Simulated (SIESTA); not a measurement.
**Rh: relaxation of cell and atoms with SOGGA**

Rh:

```
CELL_PARAMETERS angstrom
0.00000 1.89785 1.89785
1.89785 0.00000 1.89785
1.89785 1.89785 0.00000
ATOMIC_POSITIONS crystal
Rh 0.00000 0.00000 0.00000
```

| Property | Result |
| --- | --- |
| Program | SIESTA 5.4.2 |
| Task | relaxation of cell and atoms |
| Functional | SOGGA |
| Potentials or basis | SG15 1.2 NC or PseudoDojo by element (PBE files) |
| Basis | DZP (energy shift 0.01 Ry) |
| Grid cutoff | 800 Ry |
| Energy shift | 0.01 Ry |
| k mesh | 12 × 12 × 12 |
| Occupations | fermi-dirac, width 0.05 eV |
| Spin | no spin polarisation |
| force tolerance | 0.04 eV/Å |

```json
{"Relaxed volume": "13.11 Å³/atom", "Relaxed cell": "a = 2.647 Å, b = 2.647 Å, c = 2.647 Å, α = 60.00°, β = 60.00°, γ = 60.00°", "Space group after relaxing (to 0.05 Å)": "Fm-3m (No. 225)", "Energy gained by relaxing": "26.0 meV/atom", "Ionic steps": "3", "Pressure after relaxing": "0.2 GPa", "Band gap on the k mesh": "none (metal or under the smearing width)"}
```

Step by step:
| step | energy change (eV) | largest force (eV/Å) | pressure (GPa) | volume (Å³) |
| --- | --- | --- | --- | --- |
| 1 | 0.0000 | 0.0000 | -13.98 | 13.67 |
| 2 | -0.0249 | 0.0000 | 3.21 | 12.99 |
| 3 | -0.0260 | 0.0000 | 0.18 | 13.11 |

Final structure:
```
Rh
1.0
     0.00001    1.87149    1.87149
     1.87149    0.00001    1.87149
     1.87149    1.87149    0.00001
Rh
1
Cartesian
  0.0000 0.0000 0.0000
```

Wall time 43 s on 1 thread of Arm Neoverse V1, on a shared host, peak memory 0.16 GiB.

Caveat: semicore shells carry a single zeta, which can move pressures by several GPa and volumes by a few percent; the potentials were made for another functional, which shifts forces and pressure; the basis of atomic orbitals isn't converged, which shifts pressures, moduli and gaps.
